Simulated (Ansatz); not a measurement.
Moving spin-orbit coupling in PtAl2

```
Pt Al
1.0
     0.00000    2.95500    2.95500
     2.95500    0.00000    2.95500
     2.95500    2.95500    0.00000
Pt Al
1 2
Direct
  0.00000 0.00000 0.00000
  0.75000 0.75000 0.75000
  0.25000 0.25000 0.25000
```

Kept alike: task band structure; functional PBEsol; k mesh 8 × 8 × 8; occupations fermi-dirac, width 0.05 eV. Program: Ansatz, Ansatz PAW, cutoff 420 eV. The mesh is that of the run's cell of 3 atoms.

```csv
spin-orbit coupling,pressure (GPa)
off,-0.93
on,-1.46
```

Pressure is positive in compression, with a Pulay correction for the finite cutoff. For a metal such a mesh leaves the last digits unconverged. All rows use potentials made for PBE.

The pressure runs from -1.46 (on) to -0.93 GPa (off).
